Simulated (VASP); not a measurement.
Crystal: KF (Carobbiite).

```
CELL_PARAMETERS angstrom
0.00000 2.67185 2.67185
2.67185 0.00000 2.67185
2.67185 2.67185 0.00000
ATOMIC_POSITIONS crystal
K 0.00000 0.00000 0.00000
F 0.50000 0.50000 0.50000
```

Base run:

- Program: VASP 6.6.1
- Functional: HSE06
- Potentials or basis: VASP PAW PBE potentials, release 64 (K_sv, F)
- Cutoff: 520 eV
- k mesh: 6 × 6 × 6
- Occupations: gaussian, width 0.02 eV
- Spin: no spin polarisation

Its results: band gap on the k mesh 8.19 eV, direct; pressure 0.6 GPa.

Question: The run is repeated on the same cell with these changes: functional from HSE06 to PBE0. What comes out?

Answer: Band gap on the k mesh 8.94 eV, direct; pressure 0.5 GPa.

Caveats: the PAW data sets were made with another functional, which shifts forces and pressure a little.

Not every run made on this cell is shown here.
